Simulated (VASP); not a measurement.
# ZrN (Fm-3m) in VASP: elastic constants with PBE

Aim: the elastic constants of ZrN with PBE.

Program: VASP 6.6.1. These are calculated values, not measurements. Logs are shortened: lines on timing, memory, paths and dates and some standing lists are left out, and cuts for length are marked.

## Step 1: The crystal as given

Symmetry: Fm-3m, No. 225, cubic system. Conventional cell: a = 4.589 Å, b = 4.589 Å, c = 4.589 Å, α = 90.00°, β = 90.00°, γ = 90.00°. Zr (site symmetry m-3m) is surrounded by 6 N at 2.29 Å. Around N (site symmetry m-3m) lie 6 Zr at 2.29 Å.

The cell is a database's computed one.

## Step 2: Elastic constants, PBE

Input file POSCAR:

```
ZrN
1.0
    0.0000000000      2.2942655900      2.2942655900
    2.2942655900      0.0000000000      2.2942655900
    2.2942655900      2.2942655900      0.0000000000
Zr N
1 1
Direct
    0.5000000000      0.5000000000      0.5000000000
    0.0000000000      0.0000000000      0.0000000000
```

Input file INCAR.step1:

```
SYSTEM = ZrN
PREC = Accurate
ENCUT = 600
EDIFF = 1E-8
ISMEAR = 0
SIGMA = 0.1
LREAL = .FALSE.
LASPH = .TRUE.
NELM = 80
ALGO = Normal
ISIF = 3
LWAVE = .FALSE.
LCHARG = .FALSE.
GGA = PE
IBRION = 2
NSW = 40
EDIFFG = -0.002
```

Input file INCAR.step2:

```
SYSTEM = ZrN
PREC = Accurate
ENCUT = 600
EDIFF = 1E-8
ISMEAR = 0
SIGMA = 0.1
LREAL = .FALSE.
LASPH = .TRUE.
NELM = 80
ALGO = Normal
ISIF = 3
LWAVE = .FALSE.
LCHARG = .FALSE.
GGA = PE
IBRION = 6
NFREE = 2
POTIM = 0.015
NSW = 1
```

Input file KPOINTS:

```
regular mesh
0
G
  16 16 16
  0 0 0
```

Potentials or basis: VASP PAW PBE potentials, release 64 (Zr_sv, N).

The run is started by

```
$ cat potpaw_PBE.64/Zr_sv/POTCAR potpaw_PBE.64/N/POTCAR > POTCAR
$ cp INCAR.step1 INCAR
$ mpirun -np 1 vasp_std > vasp.out
$ cp CONTCAR POSCAR
$ cp INCAR.step2 INCAR
$ mpirun -np 1 vasp_std > vasp.out
```

OUTCAR:

```text
SYSTEM = ZrN
   PREC = Accurate
   ENCUT = 600
   EDIFF = 1E-8
   ISMEAR = 0
   LREAL = .FALSE.
   LASPH = .TRUE.
   NELM = 80
   ISIF = 3
   GGA = PE
   IBRION = 6
   NFREE = 2
   POTIM = 0.015
   NSW = 1

 ion  position               nearest neighbor table
   1  0.500  0.500  0.500-   2 2.30   2 2.30   2 2.30   2 2.30   2 2.30   2 2.30
   2  0.000  0.000  0.000-   1 2.30   1 2.30   1 2.30   1 2.30   1 2.30   1 2.30

  LATTYP: Found a face centered cubic cell.
 ALAT       =     4.5955184529

  Lattice vectors:

 A1 = (   0.0000000000,   2.2977592264,   2.2977592264)
 A2 = (   2.2977592264,   0.0000000000,   2.2977592264)
 A3 = (   2.2977592264,   2.2977592264,   0.0000000000)

Analysis of symmetry for initial positions (statically):
=====================================================================
 Subroutine PRICEL returns:
 Original cell was already a primitive cell.

 Routine SETGRP: Setting up the symmetry group for a
 face centered cubic supercell.

 Subroutine GETGRP returns: Found 48 space group operations
 (whereof 48 operations were pure point group operations)
 out of a pool of 48 trial point group operations.

The static configuration has the point symmetry O_h .

Analysis of symmetry for dynamics (positions and initial velocities):
=====================================================================
 Subroutine PRICEL returns:
 Original cell was already a primitive cell.

 Routine SETGRP: Setting up the symmetry group for a
 face centered cubic supercell.

 Subroutine GETGRP returns: Found 48 space group operations
 (whereof 48 operations were pure point group operations)
 out of a pool of 48 trial point group operations.

The dynamic configuration has the point symmetry O_h .

 Subroutine INISYM returns: Found 48 space group operations
 (whereof 48 operations are pure point group operations),
 and found     1 'primitive' translations

----------------------------------------------------------------------------------------

                                     Primitive cell

  volume of cell :      24.2629

  direct lattice vectors                    reciprocal lattice vectors
     0.000000000  2.297759226  2.297759226    -0.217603304  0.217603304  0.217603304
     2.297759226  0.000000000  2.297759226     0.217603304 -0.217603304  0.217603304
     2.297759226  2.297759226  0.000000000     0.217603304  0.217603304 -0.217603304

  length of vectors
     3.249522261  3.249522261  3.249522261     0.376899979  0.376899979  0.376899979

  position of ions in fractional coordinates (direct lattice)
     0.500000000  0.500000000  0.500000000
     0.000000000  0.000000000  0.000000000

  ion indices of the primitive-cell ions
   primitive index   ion index
                 1           1
                 2           2

----------------------------------------------------------------------------------------

 KPOINTS: regular mesh

Automatic generation of k-mesh.
 Grid dimensions read from file:
 generate k-points for:   16   16   16

 Generating k-lattice:

  Cartesian coordinates                     Fractional coordinates (reciprocal lattice)
    -0.013600207  0.013600207  0.013600207     0.062500000  0.000000000  0.000000000
     0.013600207 -0.013600207  0.013600207     0.000000000  0.062500000  0.000000000
     0.013600207  0.013600207 -0.013600207     0.000000000  0.000000000  0.062500000

  Length of vectors
     0.023556249  0.023556249  0.023556249

  Shift w.r.t. Gamma in fractional coordinates (k-lattice)
     0.000000000  0.000000000  0.000000000

 Subroutine IBZKPT returns following result:
 ===========================================

 Found    145 irreducible k-points:

 Following reciprocal coordinates:
            Coordinates               Weight
  0.000000  0.000000  0.000000      1.000000
  0.062500  0.000000  0.000000      8.000000
  0.125000  0.000000  0.000000      8.000000
  0.187500  0.000000  0.000000      8.000000
  0.250000  0.000000  0.000000      8.000000
  0.312500  0.000000  0.000000      8.000000
[... 16 lines left out ...]
 -0.125000  0.062500  0.000000     24.000000
 -0.062500  0.062500  0.000000     12.000000
[... 42 lines left out ...]
  Thomas-Fermi vector in A             =   2.571238
   LORBIT       =      0    0 simple, 1 ext, 2 COOP (PROOUT), +10 PAW based schemes
   GGA     = PE    functional components
   LHFCALC =     F    Hartree Fock is set to
   AEXX    =    0.0000 exact exchange contribution
   IVDW    =     0    specifies the selected vdW correction
   LEPSILON=     F    determine dielectric tensor
   LRPA    =     F    only Hartree local field effects (RPA)
 finite differences with symmetry
 non-spin polarized calculation
 Gauss-broadening in eV      SIGMA  =   0.10
  energy-cutoff  :      600.00
  volume of cell :       24.26
 maximum number of plane-waves:       869
 NGX is ok and might be reduce to    28
   NGX = 13   NGY = 13   NGZ = 13

--------------------------------------- Ionic step        1  -------------------------------------------

 number of electron      17.0000000 magnetization

 Free energy of the ion-electron system (eV)
  ---------------------------------------------------
  ext. energy  EPLUGINS =         0.00000000
  ---------------------------------------------------
  free energy    TOTEN  =       -20.37471532 eV

  energy without entropy =      -20.37094106  energy(sigma->0) =      -20.37282819

------------------------ aborting loop because EDIFF is reached ----------------------------------------

  FORCE on cell =-STRESS in cart. coord.  units (eV):
  Direction    XX          YY          ZZ          XY          YZ          ZX
  --------------------------------------------------------------------------------------
  -------------------------------------------------------------------------------------
  Total        0.0002204      0.0002204      0.0002204     -0.0000000      0.0000000     -0.0000000
  in kB        0.0145546      0.0145546      0.0145546     -0.0000000      0.0000000     -0.0000000
  external PRESSURE =       0.0145546 kB  Pullay stress =       0.0000000 kB
[... 89 lines left out ...]
  FREE ENERGIE OF THE ION-ELECTRON SYSTEM (eV)
  ---------------------------------------------------
  free  energy   TOTEN  =       -20.3651991041 eV

  energy  without entropy=      -20.3616318288  energy(sigma->0) =      -20.36341547

[... ionic steps 4 to 14 ...]

--------------------------------------- Ionic step       15  -------------------------------------------

 number of electron      17.0000000 magnetization

------------------------ aborting loop because EDIFF is reached ----------------------------------------
[... 67 lines left out ...]
--------------------------------------- Ionic step       17  -------------------------------------------

 number of electron      17.0000000 magnetization

 Free energy of the ion-electron system (eV)
  ---------------------------------------------------
  ext. energy  EPLUGINS =         0.00000000
  ---------------------------------------------------
  free energy    TOTEN  =       -20.37358401 eV

  energy without entropy =      -20.36985062  energy(sigma->0) =      -20.37171732

 E-fermi :  11.8795     XC(G=0): -12.4677

 val. band max:       11.8723984882   @ k =   0.1875   0.0625   0.4375
 cond. band min:      11.8850360201   @ k =  -0.4375   0.3125   0.1250
 fundamental gap:      0.0126375319
 Fermi energy:        11.8795225623

 k-point     1 :       0.0000    0.0000    0.0000
  band No.  band energies     occupation
      1     -37.7316      2.00000
      2     -15.3602      2.00000
      3     -15.3598      2.00000
      4     -15.3598      2.00000
      5      -4.3634      2.00000
      6       9.2290      2.00000
      7       9.2290      2.00000
      8       9.2292      2.00000
      9      11.4829      2.00000
     10      11.4869      2.00000
     11      11.4869      2.00000
     12      13.4471      0.00000
[... 331 lines left out ...]
 k-point    24 :      -0.0625    0.0625    0.0000
  band No.  band energies     occupation
      1     -37.7182      2.00000
      2     -15.4746      2.00000
      3     -15.3870      2.00000
      4     -15.3612      2.00000
      5      -4.1602      2.00000
      6       8.3399      2.00000
      7       8.5787      2.00000
      8       8.9019      2.00000
      9      11.6195      1.99976
     10      11.6825      1.99467
     11      12.0475      0.01752
     12      13.7769      0.00000

 [... further k-points ...]
[... 5 lines left out ...]
  --------------------------------------------------------------------------------------
  -------------------------------------------------------------------------------------
  Total        0.0107732      0.0007865      0.0007865     -0.0000000      0.0000000     -0.0000000
  in kB        0.7113937      0.0519374      0.0519374     -0.0000000      0.0000000     -0.0000000
  external PRESSURE =       0.2717562 kB  Pullay stress =       0.0000000 kB
[... 17 lines left out ...]
  FREE ENERGIE OF THE ION-ELECTRON SYSTEM (eV)
  ---------------------------------------------------
  free  energy   TOTEN  =       -20.3735840148 eV

  energy  without entropy=      -20.3698506242  energy(sigma->0) =      -20.37171732

 INTERNAL STRAIN TENSORS FROM STRAINED CELLS
 ============================================

 INTERNAL STRAIN TENSOR FOR ION    1 for displacements in x,y,z  (eV/Angst):
          X           Y           Z          XY          YZ          ZX
  --------------------------------------------------------------------------------
  x     0.00000    -0.00000     0.00000     0.00000    -0.00000    -0.00000
  y     0.00000     0.00000     0.00000     0.00000    -0.00000    -0.00000
  z    -0.00000     0.00000     0.00000    -0.00000     0.00000     0.00000

 INTERNAL STRAIN TENSORS FROM DISPLACED ATOMS
 ============================================

 INTERNAL STRAIN TENSOR FOR ION    1 for displacements in x,y,z  (eV/Angst):
          X           Y           Z          XY          YZ          ZX
  --------------------------------------------------------------------------------
  x     0.00000     0.00000     0.00000     0.00000     0.00000     0.00000
  y     0.00000     0.00000     0.00000     0.00000     0.00000     0.00000
  z     0.00000     0.00000     0.00000     0.00000     0.00000     0.00000

 INTERNAL STRAIN TENSOR FOR ION    2 for displacements in x,y,z  (eV/Angst):
          X           Y           Z          XY          YZ          ZX
  --------------------------------------------------------------------------------
  x     0.00000     0.00000     0.00000     0.00000     0.00000     0.00000
  y     0.00000     0.00000     0.00000     0.00000     0.00000     0.00000
  z     0.00000     0.00000     0.00000     0.00000     0.00000     0.00000

 Eigenvectors and eigenvalues of the dynamical matrix
 ----------------------------------------------------

   1 f  =   14.233825 THz    89.433759 2PiTHz  474.789289 cm-1    58.866343 meV
             X         Y         Z           dx          dy          dz
      2.297759  2.297759  2.297759     0.000000    0.000000   -0.364817
      0.000000  0.000000  0.000000     0.000000    0.000000    0.931079
[... 21 lines left out ...]
   6 f/i=    0.000702 THz     0.004411 2PiTHz    0.023417 cm-1     0.002903 meV
             X         Y         Z           dx          dy          dz
      2.297759  2.297759  2.297759    -0.060799    0.875719    0.310369
      0.000000  0.000000  0.000000    -0.023822    0.343125    0.121609

--------------------------------------------------------------------------------------------------------

 ELASTIC MODULI CONTR FROM IONIC RELAXATION (kBar)
 Direction    XX          YY          ZZ          XY          YZ          ZX
 --------------------------------------------------------------------------------
 XX           0.0000      0.0000      0.0000      0.0000      0.0000      0.0000
 YY           0.0000      0.0000      0.0000      0.0000      0.0000      0.0000
 ZZ           0.0000      0.0000      0.0000      0.0000      0.0000      0.0000
 XY           0.0000      0.0000      0.0000      0.0000      0.0000      0.0000
 YZ           0.0000      0.0000      0.0000      0.0000      0.0000      0.0000
 ZX           0.0000      0.0000      0.0000      0.0000      0.0000      0.0000
 --------------------------------------------------------------------------------

 TOTAL ELASTIC MODULI (kBar)
 Direction    XX          YY          ZZ          XY          YZ          ZX
 --------------------------------------------------------------------------------
 XX        5300.4723   1096.9800   1096.9800      0.0000     -0.0000     -0.0000
 YY        1096.9800   5300.4723   1096.9800     -0.0000     -0.0000      0.0000
 ZZ        1096.9800   1096.9800   5300.4723     -0.0000      0.0000      0.0000
 XY           0.0000     -0.0000     -0.0000   1175.8317      0.0000      0.0000
 YZ          -0.0000     -0.0000      0.0000      0.0000   1175.8317      0.0000
 ZX          -0.0000      0.0000      0.0000      0.0000      0.0000   1175.8317
 --------------------------------------------------------------------------------
```

Run time: 20 min. Hardware: 1 thread of Intel Xeon 6975P-C (Granite Rapids), shared host; peak memory 0.8 GiB.

Results:

- Relaxed volume: 12.13 Å³/atom
- Relaxed cell: a = 3.250 Å, b = 3.250 Å, c = 3.250 Å, α = 60.00°, β = 60.00°, γ = 60.00°
- Space group after relaxing (to 0.05 Å): Fm-3m (No. 225)
- Elastic constants C11, C12, C44: 530, 110, 118 GPa
- Voigt bulk modulus: 250 GPa
- Highest phonon frequency at Γ, LO-TO splitting left out: 475 cm⁻¹

The path:
```tsv
step	energy change (eV)	largest force (eV/Å)	pressure (GPa)	volume (Å³)
1	0.0000	0.0000	1.15	24.15
2	0.0008	0.0000	-1.95	24.46
3	-0.0004	0.0000	0.00	24.26
```

Final structure:
```yaml
crystal:
  lattice:
    - [0.00000, 2.29776, 2.29776]
    - [2.29776, 0.00000, 2.29776]
    - [2.29776, 2.29776, 0.00000]
  atoms:
    - { symbol: Zr, position: [0.50000, 0.50000, 0.50000] }
    - { symbol: N, position: [0.00000, 0.00000, 0.00000] }
```

Phonon frequencies in cm⁻¹ (negative: imaginary):
```
              q point        frequencies
(0.000, 0.000, 0.000)  0 0 0 475 475 475
```

Elastic tensor in Voigt notation (GPa, in the Cartesian axes of the cell as first typed):
```
530 110 110   0   0   0
110 530 110   0   0   0
110 110 530   0   0   0
  0   0   0 118   0   0
  0   0   0   0 118   0
  0   0   0   0   0 118
```

Clamped-ion elastic tensor (GPa):
```
530 110 110   0   0   0
110 530 110   0   0   0
110 110 530   0   0   0
  0   0   0 118   0   0
  0   0   0   0 118   0
  0   0   0   0   0 118
```
